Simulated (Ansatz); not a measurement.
The system is Re.

```xyz
2
Lattice="2.7608 0.0000 0.0000 -1.3804 2.3909 0.0000 0.0000 0.0000 4.4582" Properties=species:S:1:pos:R:3 pbc="T T T"
Re    1.3804    0.7970    3.3436
Re    0.0000    1.5939    1.1145
```

- Program: Ansatz 0.2.0
- Task: relaxation of cell and atoms
- Functional: revPBE
- Dispersion: D3(BJ)
- Potentials or basis: Ansatz PAW
- Cutoff: 420 eV (not typed: the program's choice for these potentials)
- k mesh: 11 × 11 × 6
- Occupations: fermi-dirac, width 0.05 eV
- Spin: no spin polarisation

At the start: volume 14.71 Å³/atom.

Question: Where does the relaxation end?

Answer: It ends after 4 steps and the volume is 14.54 Å³/atom (-1.2 %); space group P6_3/mmc (No. 194, to 0.05 Å).

The path:
```
step  energy change (eV)  largest force (eV/Å)  volume (Å³)
   1              0.0000                0.0000        29.43
   2             -0.0053                0.0000        29.10
   3             -0.0054                0.0000        29.08
   4             -0.0050                0.0000        29.08
```

Final structure:
```
Re
1.0
     2.74885    0.00000    0.00000
    -1.37443    2.38058    0.00000
     0.00000    0.00000    4.44376
Re
2
Cartesian
  1.3744 0.7935 3.3328
  0.0000 1.5871 1.1109
```

Caveat: the plane-wave basis is chosen anew once the cell has moved, so the energies of steps on either side of that aren't comparable; the PAW data sets come from PBE, with cores solved anew for the run's functional, which leaves a small shift of forces and pressure.
